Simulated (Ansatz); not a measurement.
## BN under changes of volume

One of the cells (5.959 Å³/atom); the others are scaled copies at fixed shape and fractional positions:

```
CELL_PARAMETERS angstrom
0.00000 1.81300 1.81300
1.81300 0.00000 1.81300
1.81300 1.81300 0.00000
ATOMIC_POSITIONS crystal
N 0.25000 0.25000 0.25000
B 0.00000 0.00000 0.00000
```

The cell is a database's computed one.

```yaml
Program: Ansatz 0.2.0
Functional: PBEsol0
Potentials_or_basis: Ansatz PAW
Cutoff: "420 eV (not typed: the program's choice for these potentials)"
k_mesh: 7 × 7 × 7
Occupations: fermi-dirac, width 0.15 eV
Spin: no spin polarisation
```

| volume (Å³/atom) | energy over the lowest point (meV/atom) | pressure (GPa) | gap on the mesh (eV) |
| --- | --- | --- | --- |
| 5.602 | 5.25 | 11.7 | 6.79 |
| 5.721 | 0.00 | 2.5 | 6.76 |
| 5.840 | ? | ? | ? |
| 5.959 | 8.64 | -13.5 | 6.69 |
| 6.078 | 21.29 | -20.5 | 6.65 |
| 6.198 | 38.79 | -26.8 | 6.62 |
| 6.317 | 60.98 | -32.5 | 6.59 |

Question: What does the run at 5.840 Å³/atom give?

Answer: Energy over the lowest point 1.29 meV/atom; pressure -5.9 GPa; gap on the mesh 6.72 eV.

Worked out: A Birch-Murnaghan fit of order 3 (a polynomial in V^(-2/3)) to the other rows has its minimum at 5.75 Å³/atom with B0 = V·E''(V) = 411 GPa and B' = 3.5. It gives 1.37 meV/atom at 5.840 Å³/atom, against the run's 1.29, and -dE/dV = -5.9 GPa, against -5.9. A straight line through the other rows of the gap, of slope -1.7 eV per unit of ln V, gives 6.72 eV, against the run's 6.72.

Energies are extrapolated to zero smearing.

Caveats: all runs use coarse meshes; odd divisions of the mesh miss points on the zone boundary, where band edges often lie, so the gap on the mesh can be too wide; the PAW data sets come from PBE, with cores solved anew for the run's functional, which leaves a small shift of forces and pressure; the thresholds are loose for stress.

A mesh can miss the band edges.
